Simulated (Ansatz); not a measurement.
Se, hcp: geometry optimisation

Computed with DFT, PBE, plane waves (420 eV) with PAW, scalar-relativistic (Ansatz 0.2.0).

k-point mesh 12×12×6, Fermi-Dirac smearing 0.1 eV, no spin polarisation. Cell and atoms relax.

Starting structure:

```
CELL_PARAMETERS angstrom
3.13603 0.00000 0.00000
-1.56802 2.71588 0.00000
0.00000 0.00000 5.12114
ATOMIC_POSITIONS crystal
Se 0.33333 0.66667 0.25000
Se 0.66667 0.33333 0.75000
```

**Question.** What cell does the relaxation end in?

**Answer.** P6_3/mmc with a = 3.662 Å, c = 3.848 Å (c/a = 1.051); 22.35 Å³ per atom against 21.81 at the start (2.5 %).

The cell has left the hcp structure type; it ends in P6_3/mmc.

**Question.** How much energy does the relaxation gain?

**Answer.** 362.2 meV per atom.

Path of the relaxation (the plane waves are chosen anew near the end, which can shift the energy a little):

```json
{"step": "0", "E − E(final) (meV/atom)": "362.23", "V (Å³/atom)": "21.809", "P (GPa)": "-3.85", "max force (eV/Å)": "0.000"}
{"step": "1", "E − E(final) (meV/atom)": "328.69", "V (Å³/atom)": "20.163", "P (GPa)": "0.83", "max force (eV/Å)": "0.000"}
{"step": "2", "E − E(final) (meV/atom)": "289.17", "V (Å³/atom)": "19.510", "P (GPa)": "3.70", "max force (eV/Å)": "0.000"}
{"step": "3", "E − E(final) (meV/atom)": "217.38", "V (Å³/atom)": "19.261", "P (GPa)": "5.65", "max force (eV/Å)": "0.000"}
{"step": "4", "E − E(final) (meV/atom)": "143.63", "V (Å³/atom)": "19.130", "P (GPa)": "8.00", "max force (eV/Å)": "0.000"}
{"step": "5", "E − E(final) (meV/atom)": "52.88", "V (Å³/atom)": "20.602", "P (GPa)": "2.85", "max force (eV/Å)": "0.000"}
{"step": "6", "E − E(final) (meV/atom)": "7.55", "V (Å³/atom)": "21.537", "P (GPa)": "1.72", "max force (eV/Å)": "0.000"}
{"step": "7", "E − E(final) (meV/atom)": "2.85", "V (Å³/atom)": "22.161", "P (GPa)": "0.17", "max force (eV/Å)": "0.000"}
{"step": "8", "E − E(final) (meV/atom)": "2.83", "V (Å³/atom)": "22.206", "P (GPa)": "0.00", "max force (eV/Å)": "0.000"}
{"step": "9", "E − E(final) (meV/atom)": "0.24", "V (Å³/atom)": "22.206", "P (GPa)": "0.27", "max force (eV/Å)": "0.000"}
{"step": "10", "E − E(final) (meV/atom)": "0.01", "V (Å³/atom)": "22.325", "P (GPa)": "0.05", "max force (eV/Å)": "0.000"}
{"step": "11", "E − E(final) (meV/atom)": "0.01", "V (Å³/atom)": "22.348", "P (GPa)": "0.00", "max force (eV/Å)": "0.000"}
{"step": "12", "E − E(final) (meV/atom)": "0.00", "V (Å³/atom)": "22.348", "P (GPa)": "0.00", "max force (eV/Å)": "0.000"}
```
